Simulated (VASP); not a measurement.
AlRu:

```xyz
2
Lattice="2.9916 0.0000 0.0000 0.0000 2.9916 0.0000 0.0000 0.0000 2.9916" Properties=species:S:1:pos:R:3 pbc="T T T"
Ru    1.4958    1.4958    1.4958
Al    0.0000    0.0000    0.0000
```

```yaml
Program: VASP 6.6.1
Task: relaxation of cell and atoms
Functional: vdW-DF
Potentials_or_basis: VASP PAW PBE potentials, release 64 (Ru_pv, Al)
Cutoff: 600 eV
k_mesh: 9 × 9 × 9
Occupations: fermi-dirac, width 0.05 eV
Spin: no spin polarisation
```

At the start: pressure 7.8 GPa; volume 13.39 Å³/atom.

Q: How do energy, volume and symmetry change on relaxing?

A: Over 3 steps the energy falls by 12.6 meV/atom and the volume is 13.93 Å³/atom (+4.0 %); space group Pm-3m (No. 221, to 0.05 Å).

Step by step:
| step | energy change (eV) | largest force (eV/Å) | pressure (GPa) | volume (Å³) |
| --- | --- | --- | --- | --- |
| 1 | 0.0000 | 0.0000 | 7.83 | 26.77 |
| 2 | 0.0212 | 0.0000 | -9.18 | 29.39 |
| 3 | -0.0252 | 0.0000 | -0.13 | 27.85 |

Final structure:
```
CELL_PARAMETERS angstrom
3.03124 0.00000 0.00000
0.00000 3.03124 0.00000
0.00000 0.00000 3.03124
ATOMIC_POSITIONS crystal
Ru 0.50000 0.50000 0.50000
Al 0.00000 0.00000 0.00000
```

Caveat: the PAW data sets were made with another functional, which shifts forces and pressure a little.
